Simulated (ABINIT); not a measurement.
MgO in ABINIT: the effect of potentials

The system is MgO.

```
CELL_PARAMETERS angstrom
0.00000 2.09700 2.09700
2.09700 0.00000 2.09700
2.09700 2.09700 0.00000
ATOMIC_POSITIONS crystal
Mg 0.00000 0.00000 0.00000
O 0.50000 0.50000 0.50000
```

The cell is a database's computed one.

Alike in all runs:

```yaml
Program: ABINIT 10.8.3 (patched build)
Task: single point
Functional: r2SCAN
k_mesh: 11 × 11 × 11
Occupations: fermi-dirac, width 0.05 eV
Spin: no spin polarisation
```

```tsv
potentials	cutoff	gap on the mesh (eV)	pressure (GPa)
Ansatz PAW PBE default generated set, frozen core	517 eV	5.76	1.1
JTH PAW PBE v2.0	762 eV	5.77	1.7
Ansatz NC r2SCAN	1524 eV	5.76	1.3
SG15 NC PBE v1.2	1361 eV	5.66	2.6
PseudoDojo NC SR PBE v0.4.1 standard	1361 eV	?	?
```

**Question.** What does the run with potentials PseudoDojo NC SR PBE v0.4.1 standard give?

**Answer.** gap on the mesh 5.48 eV; pressure 2.4 GPa.

Caveats: the PAW data sets were made with another functional, which shifts forces and pressure a little (some runs); the potentials were made for another functional, which shifts forces and pressure (some runs); the atomic spheres overlap (some runs); a meta-GGA on potentials with a model core is unreliable (some runs).

Runs at the PBE level aren't shown here.
